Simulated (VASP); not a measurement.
# Si in VASP: one cell, several levels of theory

Aim: gap, levels, forces and stress of Si (diamond), under -3.0 % biaxial strain in x and y, free along z at fixed geometry. Runs: PBE, r2SCAN. The results are then set beside those of Ansatz 0.2.0 for the same cell.

Program: VASP 6.6.1. PAW datasets, plane waves. (Simulation; spin polarisation is off.)

## 1. The cell

The cell comes from an earlier relaxation with r2SCAN in another program, then strained, with the atoms relaxed again.

The symmetry is I4_1/amd (No. 141, tetragonal); conventional cell a = 3.734 Å, c = 5.563 Å, 19.39 Å³ an atom. Si has 4 Si at 2.33 Å.

As a file:

```cif
data_structure
_symmetry_space_group_name_H-M 'I4_1/amd:1'
_symmetry_Int_Tables_number 141
_cell_length_a 3.7342
_cell_length_b 3.7342
_cell_length_c 5.5633
_cell_angle_alpha 90.000
_cell_angle_beta 90.000
_cell_angle_gamma 90.000
_cell_volume 77.58
loop_
_atom_site_label
_atom_site_type_symbol
_atom_site_symmetry_multiplicity
_atom_site_Wyckoff_symbol
_atom_site_fract_x
_atom_site_fract_y
_atom_site_fract_z
_atom_site_occupancy
Si1 Si 4 a 0.00000 0.00000 0.00000 1
```

## 2. Single point with PBE

INCAR reads:

```
ENCUT = 520.000000
SIGMA = 0.020000
EDIFF = 1.00e-07
GGA = PE
PREC = Accurate
IBRION = -1
ISIF = 2
ISMEAR = -1
NBANDS = 11
NELM = 120
NSW = 0
LASPH = .TRUE.
LCHARG = .TRUE.
LELF = .TRUE.
LWAVE = .FALSE.
LREAL = .FALSE.
```

KPOINTS reads:

```
KPOINTS created by Atomic Simulation Environment
0
Gamma
8 8 8
0 0 0
```

KPOINTS_OPT reads:

```
special points
7
Reciprocal
0.0000000000 0.0000000000 0.0000000000 1
0.5000000000 0.0000000000 0.5000000000 1
0.6250000000 0.2500000000 0.6250000000 1
0.3750000000 0.3750000000 0.7500000000 1
0.5000000000 0.5000000000 0.5000000000 1
0.5000000000 0.2500000000 0.7500000000 1
0.0000000000 0.4218750000 0.4218750000 1
```

POSCAR reads:

```
Si
 1.0000000000000000
     0.0000000000000000    2.6404553287999999    2.7816622993000002
     2.6404553287999999    0.0000000000000000    2.7816622993000002
     2.6404553287999999    2.6404553287999999    0.0000000000000000
 Si
   2
Cartesian
  0.0000000000000000  0.0000000000000000  0.0000000000000000
  1.3202276643999997  1.3202276643999997  1.3908311496499999
```

Potentials: the recommended PBE PAW datasets, 8 valence electrons in the neutral cell.

Launch:

```console
mpirun -np 1 vasp_std
```

Standard output, without the iteration lines:

```text
POSCAR found type information on POSCAR Si
 POSCAR found :  1 types and       2 ions
 LDA part: xc-table for (Slater+PW92), standard interpolation
 POSCAR, INCAR and KPOINTS ok, starting setup
 FFT: planning ... GRIDC
 FFT: planning ... GRID_SOFT
 FFT: planning ... GRID
 WAVECAR not read
 entering main loop
 Start KPOINTS_OPT (optional k-point list driver)
k-point batch [1-7\7]
```

OSZICAR:

```text
N       E                     dE             d eps       ncg     rms          rms(c)
DAV:   1     0.627861493714E+01    0.62786E+01   -0.32188E+03  1298   0.565E+02
DAV:   2    -0.104328217258E+02   -0.16711E+02   -0.15803E+02  1665   0.853E+01
DAV:   3    -0.109859723090E+02   -0.55315E+00   -0.54889E+00  1716   0.127E+01
DAV:   4    -0.109902696393E+02   -0.42973E-02   -0.42966E-02  1595   0.135E+00
DAV:   5    -0.109903075975E+02   -0.37958E-04   -0.37958E-04  1636   0.121E-01    0.508E+00
DAV:   6    -0.108512452131E+02    0.13906E+00   -0.81493E-02  1466   0.117E+00    0.310E+00
DAV:   7    -0.107892105950E+02    0.62035E-01   -0.15246E-01  1483   0.172E+00    0.215E-01
DAV:   8    -0.107904236081E+02   -0.12130E-02   -0.64130E-03  1484   0.437E-01    0.838E-02
DAV:   9    -0.107906123166E+02   -0.18871E-03   -0.17887E-04  1646   0.840E-02    0.621E-02
DAV:  10    -0.107906373867E+02   -0.25070E-04   -0.21656E-05  1523   0.269E-02    0.677E-03
DAV:  11    -0.107906377762E+02   -0.38953E-06   -0.20673E-06  1595   0.750E-03    0.352E-03
DAV:  12    -0.107906378924E+02   -0.11616E-06   -0.41589E-07  1454   0.408E-03    0.244E-03
DAV:  13    -0.107906379385E+02   -0.46098E-07   -0.53839E-09   916   0.484E-04
   1 F= -.10790638E+02 E0= -.10790636E+02  d E =-.361562E-05
       N       E                     dE             ncg
DAV:   1     0.675866027566E+03   -0.17520E+04      154
DAV:   2     0.563154137503E+03   -0.11271E+03      243
DAV:   3     0.560350386625E+03   -0.28038E+01      217
DAV:   4     0.560333784873E+03   -0.16602E-01      195
DAV:   5     0.560333615334E+03   -0.16954E-03      224
DAV:   6     0.560333614045E+03   -0.12893E-05      192
DAV:   7     0.560333614026E+03   -0.18616E-07      224
```

The lines after F= are the extra pass for the points of KPOINTS_OPT, at fixed density; their E is not a total energy.

OUTCAR, selected sections:

```text
k-points           NKPTS =     59   k-points in BZ     NKDIM =     59   number of bands    NBANDS=     11

   NELECT =       8.0000    total number of electrons

   dimension x,y,z NGX =    30 NGY =   30 NGZ =   28
   dimension x,y,z NGXF=    60 NGYF=   60 NGZF=   56

  energy-cutoff  :      520.00
  volume of cell :       38.79
      direct lattice vectors                 reciprocal lattice vectors
     0.000000000  2.640455329  2.781662299    -0.189361280  0.189361280  0.179748635
     2.640455329  0.000000000  2.781662299     0.189361280 -0.189361280  0.179748635
     2.640455329  2.640455329  0.000000000     0.189361280  0.189361280 -0.179748635

 k-points in reciprocal lattice and weights: KPOINTS created by Atomic Simulation Env
   0.00000000  0.00000000  0.00000000       0.002
   0.12500000  0.00000000  0.00000000       0.016
   0.25000000  0.00000000  0.00000000       0.016
   0.37500000  0.00000000  0.00000000       0.016
   0.50000000  0.00000000  0.00000000       0.008
   0.12500000  0.12500000  0.00000000       0.004
   0.25000000  0.12500000  0.00000000       0.016
   0.37500000  0.12500000  0.00000000       0.016
[... 51 more k-points ...]

 E-fermi :   6.4232

 k-point     1 :       0.0000    0.0000    0.0000
  band No.  band energies     occupation
      1      -6.0218      2.00000
      2       5.8952      2.00000
      3       6.2927      1.99707
      4       6.2927      1.99707
      5       8.6877      0.00000
      6       8.6877      0.00000
      7       8.8692      0.00000
      8       9.8573      0.00000
      9      13.3941      0.00000
     10      14.2470      0.00000
     11      14.3879      0.00000

 k-point     2 :       0.1250    0.0000    0.0000
  band No.  band energies     occupation
      1      -5.8116      2.00000
      2       4.5368      2.00000
      3       5.7199      2.00000
      4       6.0187      2.00000
      5       8.6931      0.00000
      6       9.1372      0.00000
      7       9.2717      0.00000
      8      11.1278      0.00000
      9      13.0181      0.00000
     10      13.7907      0.00000
     11      15.0503      0.00000

 k-point     3 :       0.2500    0.0000    0.0000
  band No.  band energies     occupation
      1      -5.1979      2.00000
      2       2.1742      2.00000
      3       5.1773      2.00000
      4       5.5866      2.00000
      5       8.2200      0.00000
      6       9.6695      0.00000
      7       9.7672      0.00000
      8      13.0653      0.00000
      9      13.4980      0.00000
     10      13.5053      0.00000
     11      15.3315      0.00000

 k-point     4 :       0.3750    0.0000    0.0000
  band No.  band energies     occupation
      1      -4.2728      2.00000
      2       0.1013      2.00000
      3       4.8004      2.00000
      4       5.2973      2.00000
      5       7.8293      0.00000
      6       9.5257      0.00000
      7       9.7985      0.00000
      8      14.1352      0.00000
      9      14.6818      0.00000
     10      14.8408      0.00000
     11      16.2527      0.00000

 k-point     5 :       0.5000    0.0000    0.0000
  band No.  band energies     occupation
      1      -3.6041      2.00000
      2      -0.9599      2.00000
      3       4.6700      2.00000
      4       5.2010      2.00000
      5       7.6884      0.00000
      6       9.4069      0.00000
      7       9.6966      0.00000
      8      13.9550      0.00000
      9      16.5218      0.00000
     10      17.0162      0.00000
     11      17.3757      0.00000

 k-point     6 :       0.1250    0.1250    0.0000
  band No.  band energies     occupation
      1      -5.7578      2.00000
      2       4.5999      2.00000
      3       5.4868      2.00000
      4       5.4868      2.00000
      5       8.3650      0.00000
      6       9.8529      0.00000
      7       9.8529      0.00000
      8      10.8420      0.00000
      9      12.1203      0.00000
     10      14.6769      0.00000
     11      15.2560      0.00000

 k-point     7 :       0.2500    0.1250    0.0000
  band No.  band energies     occupation
      1      -5.2910      2.00000
      2       2.8649      2.00000
      3       4.7990      2.00000
      4       4.9980      2.00000
      5       8.5590      0.00000
      6       9.8956      0.00000
      7      10.7006      0.00000
      8      10.8241      0.00000
      9      13.5803      0.00000
     10      14.6460      0.00000
     11      16.3437      0.00000

 k-point     8 :       0.3750    0.1250    0.0000
  band No.  band energies     occupation
      1      -4.4607      2.00000
      2       0.8173      2.00000
      3       4.0634      2.00000
      4       4.7659      2.00000
      5       8.6695      0.00000
      6       9.5543      0.00000
      7      10.8315      0.00000
      8      11.9589      0.00000
      9      15.4585      0.00000
     10      15.6080      0.00000
     11      16.1506      0.00000

 k-point     9 :       0.5000    0.1250    0.0000
  band No.  band energies     occupation
      1      -3.5481      2.00000
      2      -0.7088      2.00000
      3       3.5686      2.00000
      4       4.8255      2.00000
      5       8.6825      0.00000
      6       9.3459      0.00000
      7      10.4685      0.00000
      8      13.9967      0.00000
      9      15.3056      0.00000
     10      16.5411      0.00000
     11      17.6032      0.00000

 k-point    10 :      -0.3750    0.1250    0.0000
  band No.  band energies     occupation
      1      -3.7489      2.00000
      2      -0.3902      2.00000
      3       3.3965      2.00000
      4       5.1430      2.00000
      5       8.8494      0.00000
      6       9.5031      0.00000
      7      10.1875      0.00000
      8      14.0874      0.00000
      9      14.2390      0.00000
     10      15.4438      0.00000
     11      17.8243      0.00000

 k-point    11 :      -0.2500    0.1250    0.0000
  band No.  band energies     occupation
      1      -4.7045      2.00000
      2       1.4093      2.00000
      3       3.5879      2.00000
      4       5.6283      2.00000
      5       9.1165      0.00000
      6       9.8745      0.00000
      7       9.9110      0.00000
      8      12.4175      0.00000
      9      12.7261      0.00000
     10      15.7909      0.00000
     11      16.8944      0.00000

[... the tables of k-points 12 to 59 left out ...]

  Total        1.6919831      1.6919831      0.3618649      0.0000000      0.0000000      0.0000000
  in kB       69.8899203     69.8899203     14.9473786      0.0000000      0.0000000      0.0000000
  external PRESSURE =      51.5757397 kB  Pullay stress =       0.0000000 kB

 POSITION                                       TOTAL-FORCE (eV/Angst)
 -----------------------------------------------------------------------------------
      0.00000      0.00000      0.00000         0.000000      0.000000      0.000000
      1.32023      1.32023      1.39083        -0.000000     -0.000000     -0.000000
 -----------------------------------------------------------------------------------
    total drift:                               -0.000000     -0.000000     -0.000000

  FREE ENERGIE OF THE ION-ELECTRON SYSTEM (eV)
  ---------------------------------------------------
  free  energy   TOTEN  =       -10.7906379385 eV

  energy  without entropy=      -10.7906343229  energy(sigma->0) =      -10.79063613
```

Hardware: 1 MPI rank of Intel Xeon Platinum 8488C, shared host.

The levels at the points of KPOINTS_OPT are read from vasprun.xml.

Band energies at the special points (eV, zero at the top of v, the last band that the electrons fill by count):

```csv
point,v−1,v,c,c+1
Γ,0.00,0.00,2.39,2.39
X,-3.20,-3.20,0.38,0.38
U,-4.57,-2.77,0.88,3.79
K,-4.59,-2.34,1.33,4.49
L,-1.62,-1.09,1.40,3.11
W,-4.11,-4.11,4.27,4.27
```

The PBE gap is 0.23 eV and indirect (Γ to (0.00, 0.42, 0.42)), with 2.39 eV as the least direct one. The pressure is 5.16 GPa; the forces vanish within 0.01 eV/Å.

The maps below are laid out on this run's own conventional cell (a, b, c = 3.734, 3.734, 5.563 Å).

Density in a lattice plane of the grid's cell (edges 3.73 and 5.56 Å, at 0.000 of the third edge), which holds Si.

Ten even steps from '0' (-0.19 e/Å³) to '9' (0.59 e/Å³):
```
2479876666678974
6799998777899997
7789999767999987
6667897424798766
4456775202577654
3345665323566543
3334566666665433
2233456777654332
2233345565543332
2223334444433322
2222333333333222
2222233333332222
3333322222223333
3333322222223333
4443332222233344
6554333222333455
7765433323334567
6666543333345666
2356654333456653
0257765444567752
```
Columns run along the first of these edges and rows up along the second, over one cell in 16 and 20 even steps from the bottom left corner. Atoms in the plane (fractional): Si at (0.00, 0.00), Si at (0.50, 0.75).

ELF in the same plane.

Ten even steps from '0' (0.01) to '9' (0.95):
```
1379998767899973
4699999767999996
6799998646899997
6789997313799987
4568864101468865
2245542111245542
0123444444444321
0012355666553210
0001245666542100
0000123444321000
0000011222110000
0000000000000000
0000000000000000
2110000000000011
4432100000001234
6654210000012456
6654321000123456
4444432101234444
1124654222456421
0136886545688631
```
Columns run along the first of these edges and rows up along the second, over one cell in 16 and 20 even steps from the bottom left corner. Atoms in the plane (fractional): Si at (0.00, 0.00), Si at (0.50, 0.75).

Both are smooth fields of the valence electrons: close to the nuclei they are not physical.

The highest ELF values outside the cores: 0.95 on the Si–Si line, 1.1 Å from Si.

(Part 1 of 2 ends here.)
